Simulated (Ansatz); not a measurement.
Crystal: BaTiO3.

```
Ba Ti O
1.0
     4.53388   -2.93796   -2.84449
    -4.17915   -2.17324    2.57872
    -4.67624    2.67138   -2.77803
Ba Ti O
2 2 6
Cartesian
  0.0840 -2.6676 -2.9251
  0.3596 -5.0980 -0.2695
  -2.2602 -0.0254 -2.8155
  -2.0304 -2.4394 -0.1341
  0.1677 -2.5637 -0.1876
  -0.0743 -0.1457 -2.8591
  -2.1593 -1.1997 -1.5176
  -6.5741 -0.9440 -1.6257
  -2.3575 1.3116 -1.4278
  -2.0878 -1.1006 1.2786
```

```yaml
Program: Ansatz 0.2.0
Task: relaxation of cell and atoms
Functional: PBEsol
Potentials_or_basis: Ansatz PAW
Cutoff: "420 eV (not typed: the program's choice for these potentials)"
k_mesh: 7 × 7 × 6
Occupations: fermi-dirac, width 0.05 eV
Spin: no spin polarisation
```

At the start: volume 12.63 Å³/atom.

Problem. How do energy, volume and symmetry change on relaxing?

Solution. It ends after 14 steps and the volume is 12.69 Å³/atom (+0.5 %); space group R3m (No. 160, to 0.05 Å).

The path:
| step | energy change (eV) | largest force (eV/Å) | volume (Å³) |
| --- | --- | --- | --- |
| 1 | 0.0000 | 0.9800 | 126.34 |
| 2 | -1.4470 | 0.5775 | 128.19 |
| 3 | -2.5571 | 0.3368 | 125.74 |
| 4 | -2.9114 | 0.1517 | 125.50 |
| 5 | -2.9342 | 0.0436 | 126.00 |
| 6 | -2.9351 | 0.0132 | 126.29 |
| 7 | -2.9358 | 0.0035 | 126.16 |
| 8 | -3.0711 | 0.0057 | 126.16 |
| 9 | -3.0875 | 0.0279 | 126.87 |
| 10 | -3.0886 | 0.0120 | 126.88 |
| 11 | -3.0888 | 0.0010 | 126.89 |
| 12 | -3.0930 | 0.0011 | 126.89 |
| 13 | -3.0931 | 0.0039 | 126.94 |
| 14 | -3.0934 | 0.0040 | 126.94 |

Final structure:
```cif
data_structure
_symmetry_space_group_name_H-M 'P 1'
_symmetry_Int_Tables_number 1
_cell_length_a 5.6369
_cell_length_b 5.6340
_cell_length_c 5.6471
_cell_angle_alpha 89.902
_cell_angle_beta 119.961
_cell_angle_gamma 120.032
_cell_volume 126.94
loop_
_atom_site_label
_atom_site_type_symbol
_atom_site_fract_x
_atom_site_fract_y
_atom_site_fract_z
_atom_site_occupancy
Ba1 Ba 0.99450 0.49660 0.49146 1
Ba2 Ba 0.99449 0.99660 0.99146 1
Ti1 Ti 0.48333 0.24069 0.72483 1
Ti2 Ti 0.48334 0.74069 0.22484 1
O1 O 0.50641 0.50631 0.01253 1
O2 O 0.50640 0.00631 0.51253 1
O3 O 0.50665 0.50019 0.51245 1
O4 O 0.50665 0.00019 0.01245 1
O5 O 0.01289 0.00621 0.51250 1
O6 O 0.01290 0.50621 0.01251 1
```

Caveat: the plane-wave basis is chosen anew once the cell has moved, so the energies of steps on either side of that aren't comparable; the pressure holds a Pulay correction of +0.6 GPa for the finite cutoff; the PAW data sets come from PBE, with cores solved anew for the run's functional, which leaves a small shift of forces and pressure.
